# Pressure and energy of a lanthanum cell from its volume alone

## The question

Suppose that a crystal of lanthanum is held at a volume that isn't its own. How hard does it push back, and how much energy is stored in it? Near rest, both answers follow from the volume and two constants: the volume at which the crystal rests and its resistance to compression.

The cells below are hexagonal close-packed lanthanum with two atoms each, computed with a meta-GGA density functional and without spin polarisation. Neglecting spin suits a metal that is normally non-magnetic and has an almost empty 4f shell, though no spin-polarised run has checked it here. At ambient conditions lanthanum prefers a related stacking of the same layers with four atoms per cell, so the constants found below belong to the simpler hexagonal form. A positive pressure means that the cell is squeezed and would expand if released; a negative one means that it is stretched and would contract.

Hexagonal close-packed La (P6_3/mmc), computed with Ansatz 0.2.0 using r2SCAN, plane waves and generated PAW datasets, a 500 eV cutoff, scalar-relativistic and without spin polarisation. The cells are unrelaxed, and positive pressure means compression. Smearing is Fermi-Dirac, 0.1 eV (cell 1: cold, 0.14 eV), and energies are extrapolated to zero smearing.

| cell | volume (Å³/atom) | shortest distance at La (Å) | pressure (GPa) | k-mesh | formation energy (eV/atom) |
| --- | --- | --- | --- | --- | --- |
| 1 | 35.63 | 3.694 | 1.5 | 11x11x6 | 0.043 |
| 2 | 37.17 | 3.735 | 0.5 | 10x10x6 | 0.030 |
| 3 | 38.49 | 3.745 | -0.3 | 10x10x6 | 0.029 |
| 4 | 39.05 | 3.783 | -0.6 | 10x10x6 | 0.031 |
| 5 | 41.01 | 3.821 | -1.6 | 10x10x6 | 0.046 |

The pressure falls with every step to larger volume and changes sign between cells 2 and 3. The formation energy is higher at both ends than in the middle. These are two views of the same thing, an energy valley whose floor lies near 38 Å³ per atom.

## Why one straight line is enough near rest

Call the energy per atom E, the volume per atom V and the pressure P. Pressure is the energy released per unit of expansion, P = −dE/dV. At the floor of the valley the slope of the energy is zero, so the pressure is zero too. A small step away from the floor gives a pressure in proportion to the step, as with a spring.

The step can be measured in several ways that agree while it is small. A convenient one is the fractional excess of density over the density at rest, V₀/V − 1, where V₀ is the rest volume. The rule is then

P ≈ B (V₀/V − 1).

The constant B is the bulk modulus, the stiffness of the crystal against a change of volume. It has the unit of a pressure, and one hundredth of it is the pressure that goes with one per cent of extra density.

## The two constants from two cells

Cells 2 and 4 lie on either side of rest, which makes them a good pair for finding the constants. Between them the pressure drops by 1.1 GPa, while the volume grows by 1.88 Å³, or about 4.9 % of 38 Å³. The stiffness is therefore 1.1/0.049, or about 22 GPa.

The rest volume follows from cell 2 alone. Its pressure of 0.5 GPa corresponds to a density excess of 0.5/22, or 2.3 %. The cell must grow by that fraction to come to rest, which takes it from 37.17 to 38.0 Å³ per atom.

In practical terms, one per cent of volume is worth about 0.22 GPa, some two thousand times atmospheric pressure. The pressures of the two cells are rounded to 0.1 GPa, which alone leaves B open by about 2 GPa. A least-squares line of pressure against density excess through all five cells has a slope of 22.2 GPa, so the short route by two cells was adequate.

## Two cells worked by hand

Cell 5 is the most stretched and had no part in finding the two constants. Its volume is 41.01 Å³ per atom.

1. Density relative to rest: 38/41.01 = 0.927.
2. Density excess: 0.927 − 1 = −0.073.
3. Pressure: 22 GPa × (−0.073) = −1.6 GPa.

The calculation gives −1.6 GPa as well.

Cell 1 is the most compressed and was also left out of the two-cell estimate. Here 38/35.63 is 1.067, and 22 GPa × 0.067 gives 1.5 GPa, again the tabulated value. Both examples lie outside the interval between cells 2 and 4, so they test a modest extrapolation.

The same rule can be read backwards. A cell at volume V with pressure P has its rest volume at V (1 + P/B). For cell 5 this gives 41.01 × (1 − 1.6/22), or 38.0 Å³. Each of the five cells, taken alone, leads to the same rest volume within 0.1 Å³, so one calculation at a poorly chosen volume is enough to find a better one once B is known.

## The stored energy is a triangle

Moving the crystal from rest to a volume V takes work against a pressure that starts at zero and grows almost evenly. On a plot of pressure against volume, this work is the area of a triangle: half the final pressure times the change of volume. To turn it into an energy per atom, divide by 160, since 1 eV/Å³ is about 160 GPa.

For cell 5 the volume change is 41.01 − 38, or 3.0 Å³. Half of 1.6 GPa times 3.0 Å³ is 2.4 GPa Å³, which is 0.015 eV per atom. The table puts cell 5 above cell 3, which lies almost at rest, by 0.017 eV. Only this difference matters here, so the zero of the formation energy drops out.

For cell 1 the triangle gives 0.011 eV, against a computed rise of 0.014 eV over cell 3. The estimate is thus low at both ends, by roughly an eighth for cell 5 and a quarter for cell 1. For cell 5 the shortfall is a matter of definition. The calculation smears the occupation of the electron levels over about 0.1 eV, which steadies the sums in a metal. The pressure belongs to the free energy of this smeared state, whereas the table gives an energy extrapolated to zero smearing. The free energies of cells 3 and 5 differ by 0.015 eV per atom, as the triangle says.

Cell 1 can't be checked in this way, because it was run with a different mesh and another kind of smearing. Errors from the k-mesh, the grid of electron wave vectors, can reach 35 meV per atom in these metals. That is more than the whole rise, so the shortfall can't be fully accounted for. One contribution is a cost that the triangle leaves out. It counts only the work of changing the volume, but cell 1 is also strained in shape, with a stress of 1.8 GPa within the layers and 0.9 GPa across them.

The triangle also shows why pressure is the better guide to the rest volume. Halving the distance from rest halves the pressure but quarters the energy. Near the floor the energy is therefore almost flat: cells 2, 3 and 4 differ by only about 2 meV per atom, too little to rank them. Their pressures still run clearly from 0.5 to −0.6 GPa.

## Can the stiffness be guessed without any calculation?

Two simple pictures of the electrons give its order of magnitude. In the first, the three valence electrons of each atom form a free gas, and only their kinetic energy resists compression. This energy grows as V^(−2/3) when the volume shrinks, and at the rest volume it yields a bulk modulus of about 57 GPa.

That picture has no rest volume, because a free gas would simply expand. The second picture adds a Coulomb attraction, which varies as V^(−1/3), and makes it just strong enough to cancel the pressure at rest. The attraction also cancels four fifths of the stiffness and leaves 11 GPa.

The value from the cells, 22 GPa, lies between the two. Neither picture includes the repulsion between valence electrons and ion cores or the bonding through the 5d electrons, both of which matter in a real transition metal. Such an estimate gives no more than the order of magnitude here, so for numbers like those above B should come from two computed cells.

## How good the rule is

Over the five cells, from about 7 % too thin to 7 % too dense, the rule misses the pressure by less than 0.05 GPa. That is as good as the rounding of the table allows. The different smearing of cell 1 can shift its pressure by about 0.1 GPa, however, so the close agreement at that end may be partly luck. Within this range it can be used for a volume in between: at 40 Å³ per atom it gives 22 × (38/40 − 1), or −1.1 GPa.

The choice of density as the measure of the step deserves some caution. With the same two constants, a pressure proportional to the volume change misses by up to 0.14 GPa. The Murnaghan equation, in which the crystal stiffens under pressure at a rate typical of solids, misses by up to 0.15 GPa. The three forms agree for very small steps and differ only in terms with the square and higher powers of the step, and the shape of the cells changes along with their volume. The good result for density is a reason to use it here, but it doesn't measure how fast lanthanum stiffens.

## Where it fails

**Far from rest.** Let the volume grow without end, and the rule tends to a steady pull of −22 GPa. In truth the pull must fade to nothing once the atoms are separated. In the opposite limit the rule lets the pressure grow only as 1/V, while the kinetic pressure of squeezed electrons grows as V^(−5/3), so the rule becomes too soft.

The rule becomes doubtful well before these extremes. At a density excess of 20 % the rule gives 4.4 GPa. The Murnaghan equation with a stiffening of 4, a usual value for solids, gives (22/4) × (1.2⁴ − 1), or 5.9 GPa. When two reasonable forms differ by a third, neither should be trusted without another computed cell.

**When a distance replaces the volume.** From cell 2 to cell 3 the shortest distance between atoms grows by only 0.010 Å. At unchanged shape it would have grown by 0.044 Å. The hexagonal cell became wider and slightly shorter, so the atoms in neighbouring layers hardly moved apart although the volume rose. Someone who judged the expansion from that distance would expect about a quarter of the pressure drop of 0.8 GPa that the calculation finds.

**When the shape is under strain.** The pressure is an average over directions, and none of these cells was relaxed. In cell 4 the stress is −0.48 GPa within the layers but −0.85 GPa across them. The rest volume of 38.0 Å³ is therefore the volume at which the average vanishes for shapes like these. A crystal free to adjust both edges may settle at a slightly different one.
